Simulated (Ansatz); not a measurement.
Ge in Ansatz: the effect of functional

The system is Ge.

```
CELL_PARAMETERS angstrom
-2.52874 2.68575 1.45586
2.52874 -2.68575 1.45586
2.52874 2.68575 -1.45586
ATOMIC_POSITIONS crystal
Ge 0.31406 0.06406 0.25000
Ge 0.68594 0.93594 0.75000
```

This isn't the form of Ge at room conditions, which is diamond.

The cell isn't the ideal one: volume scaled by 1.04.

Alike in all runs:

```yaml
Program: Ansatz 0.2.0
Task: single point
Potentials_or_basis: Ansatz PAW
k_mesh: 11 × 11 × 11
Occupations: fermi-dirac, width 0.05 eV
Spin: no spin polarisation
```

```tsv
functional	cutoff	pressure (GPa)	largest force (eV/Å)
LDA	420 eV (not typed: the program's choice for these potentials)	-6.4	0.07
PBEsol	420 eV (not typed: the program's choice for these potentials)	?	?
r2SCAN	500 eV (not typed: the program's choice for these potentials)	-3.9	0.10
```

What does the run with functional PBEsol give?

Pressure -4.9 GPa; largest force 0.06 eV/Å.

Caveats: the PAW data sets come from PBE, with cores solved anew for the run's functional, which leaves a small shift of forces and pressure.

Runs at the PBE level aren't shown here.
